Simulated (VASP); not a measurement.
Input of a VASP 6.6.1 run:

File INCAR:

```
SYSTEM = GdN
PREC = Accurate
ENCUT = 520
EDIFF = 1E-6
ISMEAR = -1
SIGMA = 0.05
LREAL = .FALSE.
LASPH = .TRUE.
NELM = 150
ALGO = Normal
ISIF = 2
LWAVE = .FALSE.
LCHARG = .FALSE.
ISPIN = 2
MAGMOM = 7 0
LORBIT = 11
LMAXMIX = 6
LDAU = .TRUE.
LDAUTYPE = 2
LDAUL = 3 -1
LDAUU = 10 0
LDAUJ = 0 0
LDAUPRINT = 1
GGA = PE
NBANDS = 22
```

KPOINTS

```
Automatic mesh
0
G
  10 10 10
  0 0 0
```

The input POSCAR:

```
GdN
1.0
    0.0000000000      2.4990000000      2.4990000000
    2.4990000000      0.0000000000      2.4990000000
    2.4990000000      2.4990000000      0.0000000000
Gd N
1 1
Direct
    0.0000000000      0.0000000000      0.0000000000
    0.5000000000      0.5000000000      0.5000000000
```

File KPOINTS_OPT:

```
path GXWKGLUWLK,UX
15
line-mode
reciprocal
 0.0000000000  0.0000000000  0.0000000000  G
 0.5000000000  0.0000000000  0.5000000000  X

 0.5000000000  0.0000000000  0.5000000000  X
 0.5000000000  0.2500000000  0.7500000000  W

 0.5000000000  0.2500000000  0.7500000000  W
 0.3750000000  0.3750000000  0.7500000000  K

 0.3750000000  0.3750000000  0.7500000000  K
 0.0000000000  0.0000000000  0.0000000000  G

 0.0000000000  0.0000000000  0.0000000000  G
 0.5000000000  0.5000000000  0.5000000000  L

 0.5000000000  0.5000000000  0.5000000000  L
 0.6250000000  0.2500000000  0.6250000000  U

 0.6250000000  0.2500000000  0.6250000000  U
 0.5000000000  0.2500000000  0.7500000000  W

 0.5000000000  0.2500000000  0.7500000000  W
 0.5000000000  0.5000000000  0.5000000000  L

 0.5000000000  0.5000000000  0.5000000000  L
 0.3750000000  0.3750000000  0.7500000000  K

 0.6250000000  0.2500000000  0.6250000000  U
 0.5000000000  0.0000000000  0.5000000000  X
```

Potentials or basis: VASP PAW PBE potentials, release 64 (Gd, N).

Launch:

```console
$ cat potpaw_PBE.64/Gd/POTCAR potpaw_PBE.64/N/POTCAR > POTCAR
$ mpirun -np 1 vasp_std > vasp.out
```

Q: Estimate the pressure.

A: 1.5 GPa.

Q: What does it give for the site moments?

A: Gd +6.89; N -0.12 μB.

Q: Predict the net moment.

A: 7.00 μB per cell.

Q: Estimate the band gap along the path.

A: None (metal or under the smearing width).

Eigenvalues of the final occupation matrices:
```csv
site,spin,trace,eigenvalues
site 1 f,1,6.95,0.99 0.99 0.99 0.99 0.99 0.99 0.99
site 1 f,2,0.03,0.00 0.00 0.00 0.00 0.01 0.01 0.01
```

Caveat: spin-orbit coupling is left out, which moves the levels of the heavy elements; a cell with one magnetic atom can't hold antiferromagnetic order, which such compounds often take. The state reached can hang on the start; a lower one may exist.
